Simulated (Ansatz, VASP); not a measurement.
**PbSe in VASP and in Ansatz**

Contents of POSCAR:

```
PbSe
1.0
    3.7681579152      0.0000000000      0.0000000000
    0.0000000000      3.7681579152      0.0000000000
    0.0000000000      0.0000000000      3.7681579152
Pb Se
1 1
Direct
    0.0000000000      0.0000000000      0.0000000000
    0.5000000000      0.5000000000      0.5000000000
```

File INCAR.step1:

```
ALGO = Normal
EDIFF = 1E-5
ENCUT = 520
GGA = PE
ISIF = 2
ISMEAR = -1
LASPH = T
LCHARG = F
LREAL = F
LWAVE = T
NBANDS = 17
NELM = 100
PREC = Accurate
SIGMA = 0.02
```

File INCAR.step2:

```
ALGO = Normal
EDIFF = 1E-7
ENCUT = 520
GGA = PE
HFSCREEN = 0.2079
ISIF = 2
ISMEAR = -1
ISTART = 1
LASPH = T
LCHARG = F
LHFCALC = T
LREAL = F
LWAVE = F
NBANDS = 17
NELM = 100
PREC = Accurate
PRECFOCK = Normal
SIGMA = 0.02
```

KPOINTS

```
k-points
0
Gamma
  4 4 4
```

Input for Ansatz:

```yaml
crystal:
  lattice:
    - [3.7681579152, 0.0, 0.0]
    - [0.0, 3.7681579152, 0.0]
    - [0.0, 0.0, 3.7681579152]
  atoms:
    - { symbol: Pb, position: [0.0, 0.0, 0.0] }
    - { symbol: Se, position: [0.5, 0.5, 0.5] }
kpoints:
  mp_grid: { grid: [4, 4, 4] }
hamiltonian:
  xc: hse06
scf:
  occupations: { method: fermi_dirac, width: 0.02 }
  n_extra_bands: 4
output:
  forces: true
  stress: true
  eigenvalues: true
basis:
  ecutwfc: 900
```

Alike in both runs: task single point; functional HSE06; k mesh 4 × 4 × 4; occupations fermi-dirac, width 0.02 eV; no spin polarisation.

```csv
,VASP,Ansatz
version,VASP 6.6.1,Ansatz 0.2.0
potentials or method,"VASP PAW PBE potentials, release 64 (Pb_d, Se)",plane waves
plane-wave cutoff (eV),520,900
valence electrons in the cell,20,30
```

```tsv
	VASP	Ansatz	Ansatz less VASP
pressure (GPa)	-0.4	-0.3	+0.10
```

With one functional, cell and mesh, what is left measures potentials, basis and numerics. The two sets of potentials don't hold the same shells in valence. Ansatz warned: «filled_band_counts_differ_across_k_points».

Caveats: the k mesh is coarse (spacing up to 0.42 Å⁻¹), so the values aren't converged, least of all with exact exchange; the PAW data sets were made with another functional, which shifts forces and pressure a little (VASP). Spin-orbit coupling is left out, which matters for the levels of Pb.
